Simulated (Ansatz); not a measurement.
## NaCl (rocksalt): gap against strain (uniaxial along x, other directions held)

NaCl built on the rocksalt prototype, relaxed with r2SCAN in Ansatz, then strained (uniaxial along x, other directions held; changes of length per length, axes as in the cell below) with the atoms relaxed again within the symmetry that is left. Space group Fm-3m (No. 225), cubic; a = 5.605 Å in the conventional setting, 22.02 Å³ an atom. Na has 6 Cl at 2.80 Å; Cl has 6 Na at 2.80 Å. No spin polarisation and no zero-point or thermal motion.

```
Na Cl
1.0
     0.00000    2.80270    2.80270
     2.80270    0.00000    2.80270
     2.80270    2.80270    0.00000
Na Cl
1 1
Direct
  0.00000 0.00000 0.00000
  0.50000 0.50000 0.50000
```

Gaps are the least over each mesh (PBE 8×8×8, r2SCAN 8×8×8, HSE06 6×6×6 when unstrained) and the special points, which keep their unstrained names; stress is the change from the unstrained cell, compression positive.

```
strain (%)  gap, PBE (eV)  gap, r2SCAN (eV)  gap, HSE06 (eV)  edges, HSE06  stress along the strain, r2SCAN (GPa)  energy rise, r2SCAN (meV/atom)
       0.0          5.180             5.975            6.559             Γ                                   0.00                             0.0
      +2.0          5.093             5.883            6.465             Γ                                  -1.04                             1.4
     +3.29          5.040             5.827            6.408             Γ                                  -1.58                             3.7
     +5.11          4.970             5.752            6.332             Γ                                  -2.17                             8.3
```

The meshes of the hybrids are coarse, so their gaps aren't converged to the digits shown.
